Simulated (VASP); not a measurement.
Wanted: the native input for a VASP 6.6.1 run.

```
Task                   : single point
Functional             : PBE
Potentials or basis    : VASP PAW PBE potentials, release 64 (Ti_sv, Al)
Cutoff                 : 520 eV
k mesh                 : 18 × 18 × 10
Occupations            : gaussian, width 0.1 eV
Spin                   : no spin polarisation
Dipole correction      : no
Further INCAR settings : ALGO = Fast; EDIFF = 1e-06; NBANDS = 14
```

The structure of TiAl lies in POSCAR:

```
TiAl
1.0
    2.8672622327      0.0000000000      0.0000000000
   -1.4336311163      2.4831219328      0.0000000000
    0.0000000000      0.0000000000      4.6780830000
Ti Al
1 1
Direct
    0.0000000000      0.0000000000      0.0000000000
    0.3333333300      0.6666666700      0.5000000000
```

The cell comes from a database or a generator and needn't be the stable form of this composition.

The cell isn't the ideal one: the database's cell and atoms.

These files were run (other wordings do the same):

INCAR

```
PREC = Accurate ; ENCUT = 520
EDIFF = 1E-6 ; ISMEAR = 0
SIGMA = 0.1 ; LREAL = False
LASPH = True ; NELM = 100
ALGO = Fast ; ISIF = 2
LWAVE = False ; LCHARG = False
GGA = PE ; NBANDS = 14
```

KPOINTS

```
regular mesh
0
Gamma
  18 18 10
```

Potentials or basis: VASP PAW PBE potentials, release 64 (Ti_sv, Al).

Launch:

```bash
$ cat potpaw_PBE.64/Ti_sv/POTCAR potpaw_PBE.64/Al/POTCAR > POTCAR
$ mpirun -np 1 vasp_std > vasp.out
```

Results of the run:

- Pressure: 0.1 GPa
- Band gap on the k mesh: none (metal or under the smearing width)

It took 3.3 min on 1 thread of Intel(R) Xeon(R) Platinum 8259CL CPU @ 2.50GHz (Skylake/Cascade Lake), with other jobs on the host, peak memory 0.23 GiB.
